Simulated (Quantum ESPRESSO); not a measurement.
## InP: elastic constants with PBEsol

The system is InP.

```
In P
1.0
     0.00000    2.94060    2.94060
     2.94060    0.00000    2.94060
     2.94060    2.94060    0.00000
In P
1 1
Direct
  0.00000 0.00000 0.00000
  0.25000 0.25000 0.25000
```

The cell was built by a generator and isn't the measured one.

```json
{"Program": "Quantum ESPRESSO 7.5", "Task": "elastic constants", "Functional": "PBEsol", "Potentials or basis": "PseudoDojo 0.4.1 SR PBEsol standard", "Cutoff": "1197 eV", "Density cutoff": "4789 eV", "k mesh": "8 × 8 × 8", "Occupations": "gaussian, width 0.01 eV", "Spin": "no spin polarisation", "Mixing beta": "0.5", "Most SCF iterations": "120", "SCF threshold": "4e-10 Ry"}
```

The pressure is 0.0 GPa and the band gap on the k mesh is 0.49 eV. The elastic constants C11, C12, C44 are 94, 53, 43 GPa. The voigt bulk modulus is 67 GPa. The bulk modulus (Voigt-Reuss-Hill) is 67 GPa and the shear modulus (Voigt-Reuss-Hill) is 32 GPa.

Elastic tensor in Voigt notation (GPa, in the Cartesian axes of the cell as first typed):
```
94 53 53  0  0  0
53 95 53  0  0  0
53 53 94  0  0  0
 0  0  0 43  0  0
 0  0  0  0 43  0
 0  0  0  0  0 43
```

All runs of the series together: 49 min on 1 thread of AMD EPYC 7R43 64-Core Processor (Zen 3) (shared host).

Caveat: spin-orbit coupling is left out, which moves the levels of the heavy elements. Expect the measured gap to be larger: semilocal functionals such as PBEsol lack the derivative discontinuity.
